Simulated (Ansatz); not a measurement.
Here is an Ansatz 0.2.0 calculation.

input

```
crystal:
  lattice:
    - [3.3121157418, 0.0, 0.0]
    - [-1.6560578709, 2.8683763727, 0.0]
    - [0.0, 0.0, 4.187563]
  atoms:
    - { symbol: Al, position: [0.6666666667, 0.3333333333, 0.25] }
    - { symbol: Al, position: [0.3333333333, 0.6666666667, 0.75] }
    - { symbol: "N", position: [0.6666666667, 0.3333333333, 0.75] }
    - { symbol: "N", position: [0.3333333333, 0.6666666667, 0.25] }
hamiltonian:
  xc: { exchange: pbe, correlation: pbe, exx: { coeff: 0.25, omega: 0.3 } }
  pseudopotentials: { kind: paw }
kpoints:
  mp_grid: { grid: [5, 5, 4] }
scf:
  occupations: { method: fermi_dirac, width: 0.05 }
output:
  forces: true
  stress: true
  eigenvalues: true
  write_density: true
  write_potential: true
  elf: true
  volumetric_format: npy
```

(1) Estimate the pressure.

(2) Predict the band gap on the k mesh.

Results:

(1) -5.5 GPa.

(2) 4.30 eV, direct.

Caveat: the k mesh is coarse (spacing up to 0.44 Å⁻¹), so the values aren't converged, least of all with exact exchange; odd divisions of the mesh miss points on the zone boundary, where band edges often lie, so the gap on the mesh can be too wide; the pressure holds a Pulay correction of +0.4 GPa for the finite cutoff; the PAW data sets come from PBE, with cores solved anew for the run's functional, which leaves a small shift of forces and pressure; the thresholds are loose for stress.
